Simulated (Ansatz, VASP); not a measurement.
# One calculation of Nb3C, two programs

```
Nb C
1.0
     3.88429    0.00000    0.00000
     0.00000    3.88429    0.00000
     0.00000    0.00000    3.88429
Nb C
3 1
Cartesian
  1.9421 1.9421 0.0000
  1.9421 0.0000 1.9421
  0.0000 1.9421 1.9421
  0.0000 0.0000 0.0000
```

Change from the starting cell: species swapped into the NbIr3 type (Pm-3m, No. 221).

Alike in both runs: functional PBE; k mesh 4 × 4 × 4; occupations gaussian, width 0.1 eV; no spin polarisation.

Ansatz relaxed the structure, and its values are those at the end. VASP's run is a single point on that final structure, the one shown.

|  | VASP | Ansatz |
| --- | --- | --- |
| version | VASP 6.6.1 | Ansatz 0.2.0 |
| potentials or method | VASP PAW PBE potentials, release 64 (Nb_sv, C) | scalar-relativistic, plane waves, PAW |
| plane-wave cutoff (eV) | 520 | 420 |
| valence electrons in the cell | 43 | 43 |

Ansatz gave:

| Item | Value |
| --- | --- |
| gap on the k mesh at the Fermi level (eV) | none |
| pressure (GPa) | 0.1 |

Q: Which values does VASP return?

A: gap on the k mesh at the Fermi level (eV): none; pressure (GPa): -0.1.

A gap of «none» marks a metal or a gap that the smearing closes. With one functional, cell and mesh, what is left measures potentials, basis and numerics.

Caveats: the k mesh is coarse (spacing up to 0.40 Å⁻¹), so the values aren't converged.
